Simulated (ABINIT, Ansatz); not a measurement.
**TiTe: programs and potentials compared**

```
Ti Te
1.0
     3.63109    0.00000    0.00000
     0.00000    3.63109    0.00000
     0.00000    0.00000    3.63109
Ti Te
1 1
Direct
  0.00000 0.00000 0.00000
  0.50000 0.50000 0.50000
```

The cell comes from a database or a generator and needn't be the stable form of this composition.

Alike in all runs: task single point; functional PBE; k mesh 7 × 7 × 7; occupations fermi-dirac, width 0.05 eV; no spin polarisation; no spin-orbit coupling. Pressure is positive in compression and, in plane waves, holds the error of the finite cutoff, which Ansatz's Pulay term estimates and takes out.

```csv
program and potentials,plane-wave cutoff (eV),notes,pressure (GPa)
"Ansatz, Ansatz PAW (earlier soft set)",420,14 valence electrons an atom on average,?
"Ansatz, all-electron LAPW, scalar-relativistic",-,-,-11.06
"ABINIT, JTH PAW PBE v2.0",408,9 valence electrons an atom on average,-10.62
```

Q: Estimate from the other rows what the run with Ansatz, Ansatz PAW (earlier soft set) gave.

A: Pressure -11.04 GPa. Its pressure holds a Pulay term of +0.02 GPa. The other rows, which needn't bracket it: pressure -11.06 to -10.62.
